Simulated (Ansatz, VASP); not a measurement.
**LiF in VASP and in Ansatz**

```
Li F
1.0
     5.38376    0.00000    0.00000
     0.00000    5.38376    0.00000
     0.00000    0.00000    2.82131
Li F
4 4
Direct
  0.66329 0.33671 0.25000
  0.33671 0.66329 0.75000
  0.16329 0.16329 0.00000
  0.83671 0.83671 0.50000
  0.83117 0.16883 0.75000
  0.16883 0.83117 0.25000
  0.33117 0.33117 0.50000
  0.66883 0.66883 0.00000
```

The cell was built by a generator and needn't be a form met in nature.

Alike in both runs: task single point; functional PBE; k mesh 4 × 4 × 8; occupations gaussian, width 0.02 eV; no spin polarisation.

|  | VASP | Ansatz |
| --- | --- | --- |
| version | VASP 6.6.1 | Ansatz 0.2.0 |
| potentials or method | VASP PAW PBE potentials, release 64 (Li_sv, F) | scalar-relativistic, plane waves, PAW |
| plane-wave cutoff (eV) | 520 | 420 |
| valence electrons in the cell | 40 | 40 |

|  | VASP | Ansatz | Ansatz less VASP |
| --- | --- | --- | --- |
| gap on the k mesh at the Fermi level (eV) | 7.36 | 7.37 | +0.010 |
| least direct gap on the mesh (eV) | 7.39 | 7.40 | +0.010 |

With one functional, cell and mesh, what is left measures potentials, basis and numerics.

 A k mesh can miss the band edges.
